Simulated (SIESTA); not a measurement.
Ga in SIESTA: the effect of basis

Crystal: Ga.

```
Ga
1.0
     1.38300   -4.02650    0.00000
     1.38300    4.02650    0.00000
    -0.11745    0.00000    3.32993
Ga
2
Direct
  0.13100 0.86900 0.75000
  0.86900 0.13100 0.25000
```

This isn't the form of Ga at room conditions, which is orthorhombic.

Alike in all runs:

```yaml
Program: SIESTA 5.4.2
Task: band structure
Functional: PBEsol
Potentials_or_basis: PseudoDojo 0.4 standard (PBEsol files)
Grid_cutoff: 800 Ry
Energy_shift: 0.003 Ry
k_mesh: 10 × 10 × 8
Occupations: fermi-dirac, width 0.05 eV
Spin: no spin polarisation
```

```csv
basis,pressure (GPa)
SZ,4.2
SZP,?
DZ,-1.7
DZP,-2.5
TZP,-2.2
TZDP,-1.7
```

Q: What does the run with basis SZP give?

A: Pressure -1.0 GPa.

Caveats: the basis of atomic orbitals isn't converged, which shifts pressures, moduli and gaps; the basis has no polarisation orbitals (some runs).
